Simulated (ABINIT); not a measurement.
Write the native input for ABINIT 10.8.3 (patched build) that does the following.

| Item | Value |
| --- | --- |
| Task | relaxation of cell and atoms |
| Functional | PBEsol |
| Potentials or basis | JTH PAW PBE v2.0 |
| Cutoff | 517 eV |
| k mesh | 10 × 10 × 10 |
| Occupations | fermi-dirac, width 0.05 eV |
| Spin | no spin polarisation |
| Cell freedom (optcell) | 2 |
| Cutoff smearing ecutsm (Ha) | 0.5 |
| Optimiser (ionmov) | 22 |
| Force stop (Ha/bohr) | 0.0001 |
| Fine-grid cutoff | 1034.03 eV |

Crystal: Hf.

```
Hf
1.0
    -1.80500    1.80500    1.80500
     1.80500   -1.80500    1.80500
     1.80500    1.80500   -1.80500
Hf
1
Direct
  0.00000 0.00000 0.00000
```

This isn't the form of Hf at room conditions, which is hcp.

These files were run (other wordings do the same):

run.abi

```
# Pseudopotentials
pp_dirpath "./"
pseudos "Hf.GGA_PBE-JTH.xml"

# Structure
acell 3*1.0
rprim
    -3.4109556549     3.4109556549     3.4109556549
     3.4109556549    -3.4109556549     3.4109556549
     3.4109556549     3.4109556549    -3.4109556549
ntypat 1
znucl 72
natom 1
typat 1
xred
     0.0000000000     0.0000000000     0.0000000000
chkprim 0
chksymtnons 0
tolsym 1.0e-6

# Plane-wave basis
ecut 19.0
pawecutdg 38.0
pawxcdev 0

# k points
kptopt 1
ngkpt 10 10 10
nshiftk 1
shiftk 0.0 0.0 0.0

# Exchange and correlation
ixc -116133

# Bands and occupations
nband 10
occopt 3
tsmear 0.00183747

# SCF cycle
nstep 100
tolvrs 1.0e-9

# Output
iomode 3
prtwf 0
prtden 0
prteig 0
prtebands 0
enunit 2

# Relaxation
ionmov 22
ntime 60
tolmxf 0.0001
optcell 2
dilatmx 1.08
ecutsm 0.5
```

Potentials or basis: JTH PAW PBE v2.0.

Launch:

```bash
$ abinit run.abi > log 2>&1
```

Results of the run:

| Property | Result |
| --- | --- |
| Relaxed volume | 21.36 Å³/atom |
| Relaxed cell | a = 3.027 Å, b = 3.027 Å, c = 3.027 Å, α = 109.47°, β = 109.47°, γ = 109.47° |
| Space group after relaxing (to 0.05 Å) | Im-3m (No. 229) |
| Energy gained by relaxing | 64.5 meV/atom |
| Ionic steps | 4 |
| Pressure after relaxing | 0.0 GPa |
| Band gap on the k mesh | none (metal or under the smearing width) |
| Valence electrons inside the program's atomic spheres | Hf 9.55 (radii [1.2759] Å) |

Caveat: the PAW data sets were made with another functional, which shifts forces and pressure a little.

Wall time 23 s on 1 thread of Intel(R) Xeon(R) 6975P-C (Granite Rapids), with other jobs on the host, peak memory 0.11 GiB.
